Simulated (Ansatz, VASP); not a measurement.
## BN: VASP beside Ansatz

```
B N
1.0
     0.00000    1.55376    1.55376
     1.55376    0.00000    1.55376
     1.55376    1.55376    0.00000
B N
1 1
Direct
  0.00000 0.00000 0.00000
  0.50000 0.50000 0.50000
```

Alike in both runs: functional PBE; k mesh 17 × 17 × 17; occupations fermi-dirac, width 0.05 eV; no spin polarisation.

Ansatz relaxed the structure, and its values are those at the end. VASP's run is a single point on that final structure, the one shown.

```csv
,VASP,Ansatz
version,VASP 6.6.1,Ansatz 0.2.0
potentials or method,"VASP PAW PBE potentials, release 64 (B, N), cutoff 520 eV","all-electron LAPW, scalar-relativistic"
```

Ansatz gave:

* gap on the k mesh at the Fermi level (eV): 4.34

Which values does VASP return?

gap on the k mesh at the Fermi level (eV): 4.33.

Ansatz ran all-electron here, so the differences hold the error of VASP's frozen core and of both bases.

Caveats: an odd mesh through Γ misses points on the zone boundary, where band edges often lie. Expect the measured gap to be larger: semilocal functionals such as PBE lack the derivative discontinuity.
